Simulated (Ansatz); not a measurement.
Elastic constants of CaF2 at 7 GPa (stress–strain coefficients): input and output

Method: DFT LDA, scalar-relativistic, plane waves, PAW in Ansatz.

Launched with:
```bash
ansatz run input.yaml --threads 1 --pin off --max-ram 3072MiB --backend cpu --events-out ev --progress --plain --runs-dir out
```

Input (bare energies are in eV):
```yaml
crystal:
  lattice:
    - [0.0, 2.610104523, 2.610104523]
    - [2.610104523, 0.0, 2.610104523]
    - [2.610104523, 2.610104523, 0.0]
  atoms:
    - { symbol: Ca, position: [0.0, 0.0, 0.0] }
    - { symbol: F, position: [0.25, 0.25, 0.25] }
    - { symbol: F, position: [0.75, 0.75, 0.75] }
basis:
  ecutwfc: 420
kpoints:
  mp_grid: { grid: [8, 8, 8] }
hamiltonian:
  xc: lda
scf:
  occupations: { method: fixed }
output:
  forces: true
  stress: true
  eigenvalues: true
elastic:
  mode: relaxed_ion
  stencil: two_point
```

From the output:
```
--- Elastic constants: 2 strain directions × 2 members + reference (group order 48) ---
  dense FFT box of the reference and of every strained cell: 25×25×25
  strains applied: 11, 23; error gains: componentwise 1.00 (the most a stress slope's error grows in a printed constant), spectral 1.73 (1 for all six strains in a standard setting)
  C = ∂σ_k/∂η_j (tension-positive GPa; Voigt order 11 22 33 23 13 12):
       222.161     86.945     86.945      0.000      0.000     -0.000
        86.945    222.161     86.945     -0.000     -0.000      0.000
        86.945     86.945    222.161      0.000     -0.000     -0.000
         0.000     -0.000     -0.000     44.224     -0.000     -0.000
         0.000     -0.000      0.000      0.000     44.224      0.000
        -0.000      0.000      0.000      0.000     -0.000     44.224
  reference stress σ⁰ (GPa):     -6.988     -6.988     -6.988      0.000     -0.000      0.000
  C* (energy form; C + prestress term) asymmetry max|C*_kj − C*_jk| = 1.421e-14 GPa — a small one proves nothing (zero by symmetry where the batch's group is 432, −43m or m−3m); a large one is finite-difference/SCF noise where every solve ...
  moduli (Voigt/Reuss/Hill, GPa): K = 132.02/132.02/132.02   G = 53.58/51.32/52.45   E = 138.95   ν = 0.325
  mechanically stable: yes (min eigenvalue of sym C = 44.22 GPa)
  strain η (Voigt 11):  stress-route row diagonal C_11 = 222.16 GPa, energy-path curvature d²(F+E_count+ΔE)/dδ²/Ω₀ = 225.19 GPa
         δ    σ_11 (GPa) F (eV) n_scf n_hpsi n_pw
    -2.000e-3      -7.4351       -3366.6072775       7   17376    709   relax 0 steps, max|allowed force component| 2.78e-17 eV/Å
     2.000e-3      -6.5464       -3366.6134641       5   13606    725   relax 0 steps, max|allowed force component| 2.78e-17 eV/Å
  strain η (Voigt 23):  stress-route row diagonal C_44 = 44.22 GPa, energy-path curvature d²(F+E_count+ΔE)/dδ²/Ω₀ = 51.05 GPa
         δ    σ_23 (GPa) F (eV) n_scf n_hpsi n_pw
    -2.000e-3      -0.0885       -3366.6104348       2   13336    721   relax 3 steps, max|allowed force component| 1.11e-8 eV/Å
     2.000e-3       0.0884       -3366.6104348       2   13296    721   relax 2 steps, max|allowed force component| 5.51e-8 eV/Å
```

Time: 21 s on 1 thread of Intel(R) Xeon(R) Platinum 8375C CPU @ 2.90GHz (Ice Lake), with other jobs on the host, peak memory 0.39 GiB.

At this pressure the crystal is close to a known change of phase.